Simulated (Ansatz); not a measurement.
## ZnS: the change of energy change and pressure with displacement

All atoms of one element of a crystal moved along a line, all else fixed, by plane-wave density functional theory with PAW datasets, free energies less that of the undisturbed cell, pressure positive in compression; scalar-relativistic. The results are calculated, by Ansatz 0.2.0.

The cell before atoms are moved (space group P6_3mc, No. 186):
```
cell vectors (Å)
   3.8110     0.0000     0.0000
  -1.9055     3.3004     0.0000
   0.0000     0.0000     6.2340
atoms (fractions of the cell vectors)
Zn  0.33330  0.66670  0.00000
Zn  0.66670  0.33330  0.50000
S   0.33330  0.66670  0.38500
S   0.66670  0.33330  0.88500
```

Settings of every row: functional PBE; dispersion none; spin none; wave cutoff 420 eV; k mesh 12x12x6; occupations fermi dirac; smearing width 0.02 eV; k shift 0x0x0; start as given; moved element S; direction -0.82342, -0.4754, 0.3098 Cartesian unit vector.

Limits: reference crystal is not relaxed; semilocal functionals tend to give too small a gap.

```csv
row,displacement (Å),energy change (eV a cell),pressure (GPa),force along direction (eV/Å summed over the moved atoms),gap on mesh (eV)
1,-0.3,0.4732,4.922,3.2263,2.154
2,-0.225,0.2612,3.761,2.426,2.163
3,-0.15,0.1097,2.922,1.6081,2.185
4,-0.075,0.0211,2.434,0.7442,2.218
5,0,0,2.331,-0.1978,2.248
6,0.075,?,?,?,?
7,0.15,0.1926,3.464,-2.48,2.217
8,0.225,0.4314,4.813,-3.932,2.217
9,0.2625,0.5943,5.714,-4.7693,2.222
10,0.3,0.7902,6.781,-5.6978,2.23
```

Question: what energy change and pressure should row 6 give?

Worked fit of energy change. Take t = displacement, in Å. The shown rows have t = -0.3, -0.225, -0.15, -0.075, 0, 0.15, 0.225, 0.2625, 0.3. Least squares give energy change = 2e-05 + 0.44224 × t + 6.9629 × t² eV a cell; a straight line predicts inner rows, each left out in turn, worse (root mean square 0.21 against 0.022 eV a cell). The rows lie off it by -0.0208, 0.0082, 0.0194, 0.0151, 0.0000, -0.0304, -0.0206, -0.0016, 0.0308 (root mean square 0.019 eV a cell), a smooth pattern that one more power would take up: the form is only approximate. The withheld row has t = 0.075, so the fit gives 2e-05 + 0.44224 × (0.075) + 6.9629 × (0.075)² = 0.0724 eV a cell.

The calculation gave 0.0537 eV a cell. The fit lies 0.0187 eV a cell (35 % of the value, 2.4 % of the column's range) above it; its largest miss of a shown row is 0.0308 eV a cell.

Worked fit of pressure. Take t = displacement, in Å. The shown rows have t = -0.3, -0.225, -0.15, -0.075, 0, 0.15, 0.225, 0.2625, 0.3. Least squares give pressure = 2.3439 + 2.6655 × t + 38.791 × t² GPa; a straight line predicts inner rows, each left out in turn, worse (root mean square 1.2 against 0.11 GPa). The rows lie off it by -0.113, 0.053, 0.105, 0.072, -0.013, -0.153, -0.094, -0.003, 0.146 (root mean square 0.097 GPa), a smooth pattern that one more power would take up: the form is only approximate. The withheld row has t = 0.075, so the fit gives 2.3439 + 2.6655 × (0.075) + 38.791 × (0.075)² = 2.762 GPa.

The calculation gave 2.657 GPa. The fit lies 0.105 GPa (4 % of the value, 2.4 % of the column's range) above it; its largest miss of a shown row is 0.153 GPa.

The other values of row 6: force along direction -1.2565 eV/Å summed over the moved atoms; gap on mesh 2.229 eV.
